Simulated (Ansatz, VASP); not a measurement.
## Na: VASP beside Ansatz

The input INCAR:

```
SYSTEM = Na
PREC = Accurate ; ENCUT = 520
EDIFF = 1E-6 ; ISMEAR = -1
SIGMA = 0.05 ; LREAL = .False.
LASPH = .True. ; NELM = 100
ALGO = Normal ; ISIF = 2
LWAVE = .False. ; LCHARG = .False.
GGA = PS ; NBANDS = 14
```

File KPOINTS:

```
regular mesh
0
Gamma
  13 13 7
  0 0 0
```

File POSCAR:

```
Na
1.0
    3.7293309876      0.0000000000      0.0000000000
   -1.8646654938      3.2296953744      0.0000000000
    0.0000000000      0.0000000000      6.1540000000
Na
2
Direct
    0.3333333333      0.6666666667      0.2500000000
    0.6666666667      0.3333333333      0.7500000000
```

Input for Ansatz:

```yaml
crystal:
  lattice:
    - [3.7293309876, 0.0, 0.0]
    - [-1.8646654938, 3.2296953744, 0.0]
    - [0.0, 0.0, 6.154]
  atoms:
    - { symbol: Na, position: [0.3333333333, 0.6666666667, 0.25] }
    - { symbol: Na, position: [0.6666666667, 0.3333333333, 0.75] }
kpoints:
  mp_grid: { grid: [13, 13, 7] }
  band_path:
    path:
      - [0.0, 0.0, 0.0]
      - [0.5, 0.0, 0.0]
      - [0.3333333333, 0.3333333333, 0.0]
      - [0.0, 0.0, 0.0]
      - [0.0, 0.0, 0.5]
      - [0.5, 0.0, 0.5]
      - [0.3333333333, 0.3333333333, 0.5]
      - [0.0, 0.0, 0.5]
      - [0.5, 0.0, 0.5]
    npoints: 5
scf:
  occupations: { method: fermi_dirac, width: 0.05 }
hamiltonian:
  xc: pbesol
  pseudopotentials: { kind: all_electron, lapw: { basis_error: 0.00025 } }
output:
  forces: true
  stress: true
  eigenvalues: true
```

Change from the starting cell: equal xx and yy strain of -1 %.

Alike in both runs: task single point; functional PBEsol; k mesh 13 × 13 × 7; occupations fermi-dirac, width 0.05 eV; no spin polarisation.

|  | VASP | Ansatz |
| --- | --- | --- |
| version | VASP 6.6.1 | Ansatz 0.2.0 |
| potentials or method | VASP PAW PBE potentials, release 64 (Na_pv) | all-electron LAPW, scalar-relativistic |
| plane-wave cutoff (eV) | 520 | see its input |

```tsv
	VASP	Ansatz	Ansatz less VASP
pressure (GPa)	-0.1	-0.1	-0.02
```

Ansatz ran all-electron here, so the differences hold the error of VASP's frozen core and of both bases.

Caveats: the PAW data sets were made with another functional, which shifts forces and pressure a little (VASP).
